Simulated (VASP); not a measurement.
Write the native input for VASP 6.6.1 that does the following.

- Task: relaxation of cell and atoms
- Functional: PBE
- Potentials or basis: VASP PAW PBE potentials, release 54 (Ge)
- Cutoff: 580 eV
- k mesh: 8 × 8 × 8
- Occupations: fermi-dirac, width 0.05 eV
- Spin: no spin polarisation
- Further INCAR settings: ALGO = Fast; EDIFF = 1e-06; IBRION = 2; EDIFFG = -0.01; NSW = 40; ISIF = 3

The structure of Ge lies in POSCAR:

```
Ge
1.0
    0.0000000000      2.8289100000      2.8289100000
    2.8289100000      0.0000000000      2.8289100000
    2.8289100000      2.8289100000      0.0000000000
Ge
2
Direct
    0.7500000000      0.7500000000      0.7500000000
    0.5000000000      0.5000000000      0.5000000000
```

The input as run:

INCAR

```
SYSTEM = Ge
PREC = Accurate
ENCUT = 580
EDIFF = 1E-6
ISMEAR = -1
SIGMA = 0.05
LREAL = .False.
LASPH = .True.
NELM = 60
ALGO = Fast
ISIF = 3
LWAVE = .False.
LCHARG = .False.
GGA = PE
IBRION = 2
NSW = 40
EDIFFG = -0.01
```

KPOINTS

```
Automatic mesh
0
Gamma
  8 8 8
  0 0 0
```

Potentials or basis: VASP PAW PBE potentials, release 54 (Ge).

Run with:

```bash
$ cat potpaw_PBE.54/Ge/POTCAR > POTCAR
$ mpirun -np 1 vasp_std > vasp.out
```

Results of the run:

The relaxed volume is 24.17 Å³/atom, the relaxed cell is a = 4.089 Å, b = 4.089 Å, c = 4.089 Å, α = 60.00°, β = 60.00°, γ = 60.00° and the space group after relaxing (to 0.05 Å) is Fd-3m (No. 227). The energy gained by relaxing is 20.2 meV/atom, the ionic steps are 3 and the pressure after relaxing is 0.0 GPa. The band gap on the k mesh is none (metal or under the smearing width).

Caveat: this crystal is a semiconductor, whose small gap the functional closes, so the metal is an error of the method.

Wall time 23 s on 1 thread of Intel(R) Xeon(R) Platinum 8375C CPU @ 2.90GHz (Ice Lake), on a shared host, peak memory 0.19 GiB.
